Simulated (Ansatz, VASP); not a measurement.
# AlN: VASP beside Ansatz, part 2 of 2

One calculation is typed for both programs; each brings its own data sets and cutoff. How far apart do they land?

VASP 6.6.1 and Ansatz 0.2.0.

So far: The structure; VASP: G0W0 gap, PBE.

## Step 3: Ansatz: G0W0 gap, PBE

Level of this step: Ansatz beside VASP: Kohn-Sham DFT, plane waves, PBE, G0W0 (Ansatz).

Ansatz runs on its default PAW (the set named soft_2) files.

The same cell, functional and mesh now go to Ansatz, which takes its cutoff from its data sets.

Input file input.yaml:

```yaml
crystal:
  lattice:
    - [0.0, 2.1619315102, 2.1619315102]
    - [2.1619315102, 0.0, 2.1619315102]
    - [2.1619315102, 2.1619315102, 0.0]
  atoms:
    - { symbol: Al, position: [0.0, 0.0, 0.0] }
    - { symbol: "N", position: [0.25, 0.25, 0.25] }
hamiltonian:
  xc: pbe
  pseudopotentials: { kind: paw }
kpoints:
  mp_grid: { grid: [6, 6, 6] }
scf:
  occupations: { method: fixed }
gw:
  n_empty_bands: 84
  ecut_chi: 150.0
  qp_bands: [v2, c2]
  qp_kpoints: band_edges
  screening: { model: contour_deformation }
```

Launch:

```
> ansatz run input.yaml --threads 4 --pin off --max-ram 9216MiB --backend cpu --events-out ev --progress --plain --runs-dir out
```

Numbers of over 12 decimals in the logs are rounded to 6 here.

The log of the run:

```text
Engine: ansatz 0.2.0, aarch64-unknown-linux-gnu
Pseudopotentials: kind: paw
Pseudopotential: Al, paw, valence charge 3, recommended cutoff 420 eV (normal), Al.paw.azcp
Pseudopotential: N, paw, valence charge 5, recommended cutoff 420 eV (normal), N.paw.azcp
Functional definition: PBE
  parameter kappa = 0.804
  parameter beta = 0.066725
  exchange = pbe_x(kappa = kappa, mu = beta*pi^2/3)
  correlation = pbe_c(beta = beta)
Crystal: 2 atoms, lattice volume = 20.210 Å³
Basis set: ecut = 420 eV, 411 PW (Γ)
Bands: 8, of which v1, the nominal top of the filled ones, is band 4 counted from 1 (3 counted from 0)
Symmetry: 24 space group operations
Space group: F-43m (ITA 216), of the structure as read, at distance tolerance 2.7e-5 Å
k-points: 16 of 216 (time reversal used)
Non-local potential: Al, projectors of the file, l = 0: 2, l = 1: 2, l = 2: 1
Non-local potential: N, projectors of the file, l = 0: 2, l = 1: 2, l = 2: 1
PAW form: soft (Blöchl's): semilocal exchange-correlation on the pseudo side does not see the compensation charge
PAW one-centre angular grid: Al, 110 points (default); XC on 64 Gauss nodes
PAW one-centre angular grid: N, 110 points (default); XC on 64 Gauss nodes
Initial density: superposition of atomic densities (neutral atoms: chi_scale 0, normalization atom), corrected by the library's trained network
Initial wavefunctions: pseudopotential atomic-orbital guess
Functional: x = pbe(κ = 0.804, μ = 0.219515), c = pbe(β = 0.066725)
SCF iter   1: F=—  HF=-924.169537 eV  |F-HF|=—  |Δ(HF+E_count)|=         —  Δρ=7.43e-4  dr2=2.77e-5  ethr=1.77e-3  ⟨swp⟩=4.6  Hψ=841  notcnv=0  defer=9
preconditioner: auto → none  [insulator: Δε(μ)=3.342 eV  Ē_g=15.707 eV  n_scr=0 (ndim 8)  ℏωp=23.4 eV  f_vac=0.000  ε∞_Penn≈3.2]
SCF iter   2: F=—  HF=-924.169619 eV  |F-HF|=—  |Δ(HF+E_count)|=   8.22e-5  Δρ=3.53e-4  dr2=6.54e-6  ethr=3.46e-7  ⟨swp⟩=2.0  Hψ=350  notcnv=0  defer=32
SCF iter   3: F=—  HF=-924.169654 eV  |F-HF|=—  |Δ(HF+E_count)|=   3.51e-5  Δρ=1.56e-4  dr2=2.91e-6  ethr=8.18e-8  ⟨swp⟩=2.0  Hψ=192  notcnv=0  defer=32
iter 4 did not close the SCF: its close was put off for the readings that it lacked (scf_convergence_deferred on its scf_iter line)
SCF iter   4: F=-924.169656 eV  HF=-924.169656 eV  |F-HF|=3.92e-8  |Δ(HF+E_count)|=   1.58e-6  Δρ=1.30e-5  dr2=8.70e-9  ethr=3.64e-8  ⟨swp⟩=2.7  Hψ=191  notcnv=0  defer=32
iter 5 did not close the SCF: its close was put off for the readings that it lacked (scf_convergence_deferred on its scf_iter line)
SCF iter   5: F=-924.169656 eV  HF=-924.169656 eV  |F-HF|=2.14e-9  |Δ(HF+E_count)|=   3.89e-8  Δρ=3.83e-6  dr2=8.02e-10  ethr=1.09e-10  ⟨swp⟩=2.3  Hψ=187  notcnv=0  defer=32
SCF iter   6: F=-924.169656 eV  HF=-924.169656 eV  |F-HF|=2.05e-12  |Δ(HF+E_count)|=   2.33e-9  Δρ=1.16e-7  dr2=1.11e-12  ethr=1.00e-11  ⟨swp⟩=3.6  Hψ=651  notcnv=0
SCF 1 converged in 6 iterations: F = -924.169656 eV  dr2 = 1.11e-12
  greatest PAW one-centre occupation: 0.790 electrons in one spin orbital (limit 2), on the N atom at site 1 (counted from 0), in its partial waves of l = 0
NSCF: frozen V_eff on 16 k-points
G₀W₀ screening: q 1/16
G₀W₀ screening: q 2/16 (q-point 6)
G₀W₀ screening: q 3/16 (q-point 7)
G₀W₀ screening: q 4/16 (q-point 8)
G₀W₀ screening: q 5/16 (q-point 11)
G₀W₀ screening: q 6/16 (q-point 14)
G₀W₀ screening: q 7/16 (q-point 15)
G₀W₀ screening: q 8/16 (q-point 9)
G₀W₀ screening: q 9/16 (q-point 12)
G₀W₀ screening: q 10/16 (q-point 16)
G₀W₀ screening: q 11/16 (q-point 2)
G₀W₀ screening: q 12/16 (q-point 3)
G₀W₀ screening: q 13/16 (q-point 5)
G₀W₀ screening: q 14/16 (q-point 10)
G₀W₀ screening: q 15/16 (q-point 4)
G₀W₀ screening: q 16/16 (q-point 13)
G₀W₀ self-energy: k 1/9
G₀W₀ self-energy: k 2/9
G₀W₀ self-energy: k 3/9
G₀W₀ self-energy: k 4/9
G₀W₀ self-energy: k 5/9
G₀W₀ self-energy: k 6/9
G₀W₀ self-energy: k 7/9
G₀W₀ self-energy: k 8/9
G₀W₀ self-energy: k 9/9
NSCF: frozen V_eff on 1 k-points
NSCF: frozen V_eff on 1 k-points
SCF converged after 6 iterations
Free energy (F): -924.169656 eV
Harris-Foulkes:  -924.169656 eV  (|F-HF|=2.05e-12)
Internal energy: -924.169656 eV  (E = F + TS)
E sigma→0 (E₀):  -924.169656 eV
Fermi energy:    7.295545 eV
--- Per-component energies (eV) ---
  E_band       = 17.543393
  E_kinetic    = 160.898785
  E_local      = -220.015650  (includes V_loc(G=0)·N_el)
  E_nonlocal   = 55.820425
  E_hartree    = 76.426667
  E_xc         = -102.249663
  E_vxc        = -108.491414  (∫ρ·V_xc dr)
  E_paw        = -595.419986  (= ΣΔE_a)
  E_vpaw       = -23.522192  (= ΣTr[D̂ρ^β])
  E_aug_tail   = 0.000097  (compensation charges beyond the density's cutoff)
  E_ewald      = -299.630331
  E_smearing   = -0.000000  (= −TS)
  E_closure    = -0.000000  (closes the sum)
  Σ components = -924.169656   (vs F -924.169656, Δ=0.00e0)
--- Band table (eV; the first three rows and the last of 16) ---
  k-point 0: bands = ["-7.8499", "7.2955", "7.2955", "7.2955", "11.7520", "20.1801", "20.1801", "20.1801"]
  k-point 1: bands = ["-7.4381", "5.4301", "7.1640", "7.1640", "13.1679", "19.2567", "20.3324", "20.3324"]
  k-point 2: bands = ["-6.4124", "2.6721", "6.9244", "6.9244", "14.5699", "17.9519", "19.2435", "19.2435"]
  k-point 15: bands = ["-5.0070", "2.9142", "4.4657", "4.7443", "12.6036", "17.8268", "20.5914", "20.7104"]
--- G₀W₀: contour deformation, 6 samples at zero and on the imaginary axis and 3 off it, 216 q-points, 84 empty bands' worth ---
  eigenvalues of the whole cell's RPA ε∞ on this k-mesh (on a slab, of 1 + 4πα/V) = 4.3528, 4.3528, 4.3528; static W/v taken at q = 0 is 0.229735
  bands read: the sum over 88 bands ends inside a degenerate multiplet in 1 slot, whose members it reads at an even weight; the widest, k=1: bands 88 to 89 (counted from 1) at 1/2 each
  gw.qp_kpoints: band_edges: 9 of 16 stored k-points solved, in 1 pass; an edge of the gap read off the rows below is read off those points alone
    valence top: of the k-points left out ik 4 came nearest to being solved in a further pass, in band 3 (counted from 1, as in the quasiparticle table): it holds the edge there only if its correction is more favourable than any solved in that band by at least 0.525 eV; those differ by 0.239 eV
    conduction bottom: of the k-points left out ik 15 came nearest to being solved in a further pass, in band 5 (counted from 1, as in the quasiparticle table): it holds the edge there only if its correction is more favourable than any solved in that band by at least 1.968 eV; those differ by 0.474 eV
    ik  band        ε_KS         Σx   Σc(E_QP)       V_xc       Z   E_QP_lin       E_QP  E_QP is
     0     3      7.2955   -21.8756     3.1501   -17.7699  0.7808     6.3311     6.3399  root
     0     4      7.2955   -21.8756     3.1501   -17.7699  0.7808     6.3311     6.3399  root
     0     5     11.7520    -9.8215    -4.0103   -14.5664  0.8146    12.4905    12.4867  root
     0     6     20.1801    -6.6178    -5.2925   -12.9170  0.8076    21.1958    21.1868  root
     1     3      7.1640   -21.8715     3.1861   -17.7138  0.7802     6.1831     6.1923  root
     1     4      7.1640   -21.8715     3.1861   -17.7138  0.7802     6.1831     6.1923  root
     1     5     13.1679   -10.0897    -4.2069   -15.1200  0.8060    13.9967    13.9912  root
     1     6     19.2567    -6.9640    -5.3013   -13.2389  0.7985    20.2401    20.2303  root
     2     3      6.9244   -21.8892     3.2550   -17.6364  0.7790     5.9165     5.9266  root
     2     4      6.9244   -21.8892     3.2550   -17.6364  0.7790     5.9165     5.9266  root
     2     5     14.5699    -8.7120    -4.6020   -14.1743  0.8084    15.4372    15.4303  root
     2     6     17.9519    -7.4541    -5.5077   -13.8792  0.7700    18.8834    18.8693  root
     3     3      6.8158   -21.9039     3.2861   -17.6086  0.7784     5.7961     5.8067  root
     3     4      6.8158   -21.9039     3.2861   -17.6086  0.7784     5.7961     5.8067  root
     3     5     14.9560    -7.9630    -4.5811   -13.3769  0.8200    15.7946    15.7887  root
     3     6     17.3656    -7.5147    -5.6716   -14.0763  0.7579    18.2729    18.2555  root
     7     3      5.4491   -21.0907     3.5246   -16.4296  0.7716     4.2960     4.3126  root
     7     4      6.7830   -21.8533     3.2797   -17.5614  0.7785     5.7602     5.7708  root
     7     5     15.4438    -7.4543    -4.9122   -13.1815  0.7934    16.2671    16.2587  root
     7     6     16.3990    -7.3117    -4.8287   -12.9800  0.8118    17.2460    17.2386  root
     8     3      6.0731   -21.2836     3.3955   -16.7958  0.7756     4.9671     4.9809  root
     8     4      7.1675   -21.9777     3.1951   -17.8156  0.7800     6.1913     6.2005  root
     8     5     14.5086    -9.6445    -4.5986   -15.1478  0.7960    15.4216    15.4133  root
     8     6     18.3870    -6.2222    -5.2569   -12.3011  0.7973    19.2140    19.2089  root
[...]
10     3      4.7234   -20.5740     3.6314   -15.7477  0.7671     3.5075     3.5286  root
    10     4      5.7792   -21.4452     3.4955   -16.8263  0.7734     4.6407     4.6558  root
    10     5     12.0370    -6.5377    -4.0657   -11.1384  0.8241    12.5741    12.5720  root
    10     6     17.1431    -6.7024    -4.7464   -12.2911  0.8198    17.9922    17.9854  root
    12     3      5.4967   -21.3752     3.5615   -16.6632  0.7715     4.3296     4.3463  root
    12     4      5.4967   -21.3752     3.5615   -16.6632  0.7715     4.3296     4.3463  root
    12     5     10.6356    -5.9623    -3.8742   -10.2673  0.8323    11.0677    11.0665  root
    12     6     16.1039    -6.1179    -4.5254   -11.3881  0.8337    16.8532    16.8487  root
```

Elapsed: 6.1 s, on 4 threads of Arm Neoverse V2, shared host; peak memory 0.32 GiB.

The column dr2 measures how far the density is from self-consistency, as an energy; F and HF (Harris–Foulkes) agree once it is small.

## Step 4: Differences

Known differences besides the potentials themselves: the two programs' PAW sets differ in cores and partial waves; the cutoff is 420 eV in Ansatz and 450 eV in VASP; VASP leaves aspherical gradient terms in its spheres out (LASPH is not set), Ansatz keeps them; Ansatz integrates over frequency by contour deformation, VASP on a grid of NOMEGA points. Total energies have different zeros and are not compared.

Both answers:

```csv
quantity,Ansatz,VASP,difference
G0W0 gap on the mesh (eV),4.74,4.68,+0.06
PBE gap under it (eV),3.34,3.33,+0.01
```

## Step 5: What came out

```yaml
difference_in_g0w0_gap_on_the_mesh_g0w0_gap_pbe: 0.060 eV
```

What this shows: The difference in G0W0 gap on the mesh is 0.060 eV (G0W0 gap, PBE), within the 0.15 eV picked in this series as the mark of a large difference. How closely two codes agree says nothing of how well the functional describes the real material.

[Lines on the potential files, build, host, timing and source positions are cut from VASP's logs without a mark.]

[Logs are printed without paths, hosts, clocks, repeated set-up lines and the standing remarks that a program may print on its own settings, such as how far it seeks lower states.]

[Hosts, paths, dates, database ids (printed as entryN), source tags and the programs' standing remarks are cut or masked in the printed files.]
